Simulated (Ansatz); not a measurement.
## Equation of state of AgI

```
Ag I
1.0
     4.58000    0.00000    0.00000
    -2.29000    3.96640    0.00000
     0.00000    0.00000    7.51000
Ag I
2 2
Direct
  0.33333 0.66667 0.00000
  0.66667 0.33333 0.50000
  0.33333 0.66667 0.37500
  0.66667 0.33333 0.87500
```

The cell is COD entry 1011050, as deposited and not checked against the literature; nothing was relaxed. It is an old determination, and later ones may differ.

Spin–orbit coupling is left out, though it moves levels of the heavy atoms by tenths of an eV or more.

Methods: DFT, LDA, all-electron LAPW, scalar-relativistic (Ansatz 0.2.0); DFT, LDA, PAW with Ansatz's default frozen-core files, scalar-relativistic (Ansatz 0.2.0).

For LAPW: a Γ-centred 8×8×4 k mesh, Fermi–Dirac smearing of 0.01 eV, basis error target 0.5 meV/atom, no spin polarisation. PAW takes a cutoff of 420 eV at this cell (files made with PBE, cores remade for this functional). The Ansatz runs share mesh, smearing and spin set-up. Plane-wave (PAW) pressures include the program's estimate of the Pulay term.

The cell above is scaled evenly, with fractional coordinates and shape held.

| V/V(cell) | V (Å³/atom) | P, LAPW (GPa) | P, PAW (GPa) | gap on the k mesh, LAPW (eV) |
| --- | --- | --- | --- | --- |
| 0.9400 | 32.060 | -0.10 | -0.11 | 1.09 |
| 0.9600 | 32.743 | -0.91 | -0.92 | 1.08 |
| 0.9800 | 33.425 | -1.62 | -1.63 | 1.08 |
| 0.9900 | 33.766 | -1.94 | -1.95 | 1.08 |
| 1.0000 | 34.107 | -2.24 | -2.24 | 1.08 |
| 1.0100 | 34.448 | -2.52 | -2.52 | 1.08 |
| 1.0200 | 34.789 | -2.78 | -2.78 | 1.08 |
| 1.0400 | 35.471 | -3.24 | -3.25 | 1.08 |
| 1.0600 | 36.153 | -3.65 | -3.66 | 1.08 |
